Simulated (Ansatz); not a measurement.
# ScAl₃: pressure against volume

ScAl₃, Pm-3m, a = 4.071 Å. The structure is a Materials Project entry; whether it is the stable form wasn't checked. Ansatz: PBEsol, PAW, 420 eV, Γ-centred 10×10×10 mesh on 4 atoms, Gaussian smearing 0.10 eV; no spin polarisation. Symmetry fixes shape and atoms, so the cell is only scaled; pressure is positive in compression.

| V (Å³/atom) | P (GPa) |
| --- | --- |
| 15.859 | ? |
| 16.365 | 2.95 |
| 16.871 | -0.02 |
| 17.377 | -2.57 |
| 17.883 | -4.74 |

**Question.** Take V0 = 16.871 Å³/atom, count pressures from its P0 = -0.02 GPa, fit the third-order Birch–Murnaghan form to the other rows, and predict the missing pressure.

**Answer.** With the Eulerian strain f = ½[(V0/V)^(2/3) − 1] and y = (P − P0)/[3f(1 + 2f)^(5/2)], the form is the line y = B0 + 1.5 B0 (B0′ − 4) f. Rows (f, y): 0.01025, 91.8; -0.00975, 91.6; -0.01905, 91.0. Means f = -0.006183, y = 91.467; Σ(Δf)² = 0.0004483, ΣΔfΔy = 0.01101; the slope is their ratio. y = 91.62 + 24.55 f GPa, so B0 = 91.6 GPa and B0′ = 4 + 2 × (24.55)/(3 × 91.62) = 4.18. At V = 15.859, f = 0.02105, y = 92.14 and P = 6.43 GPa. The run gave 6.41 GPa, so the fit is 0.02 GPa too high, a small miss on the scale of the series. The form still works here, 33 % of the fitted range beyond its end.